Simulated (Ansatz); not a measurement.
# Na: single point with PBE

Na:

```xyz
1
Lattice="-2.1410 2.1410 2.1410 2.1410 -2.1410 2.1410 2.1410 2.1410 -2.1410" Properties=species:S:1:pos:R:3 pbc="T T T"
Na    0.0000    0.0000    0.0000
```

```
Program             : Ansatz 0.2.0
Task                : single point
Functional          : PBE
Potentials or basis : all-electron LAPW, scalar-relativistic
Cutoff              : 75 eV (chosen from the basis error)
Basis error allowed : 0.001 eV/atom
k mesh              : 9 × 9 × 9
Occupations         : fermi-dirac, width 0.05 eV
Spin                : no spin polarisation
```

* Pressure: -0.4 GPa
* Band gap on the k mesh: none (metal or under the smearing width)

Levels at points of the mesh, in eV from the Fermi level:
```
           k point  band 1  band 2  band 3  band 4  band 5  band 6  band 7  band 8  band 9
(0.00, 0.00, 0.00)  -53.03  -24.94  -24.94  -24.94   -3.14   11.38   11.38   11.38   12.35
```

It took 1.1 s on 1 thread of Arm Neoverse V2 (shared host), peak memory 0.18 GiB.
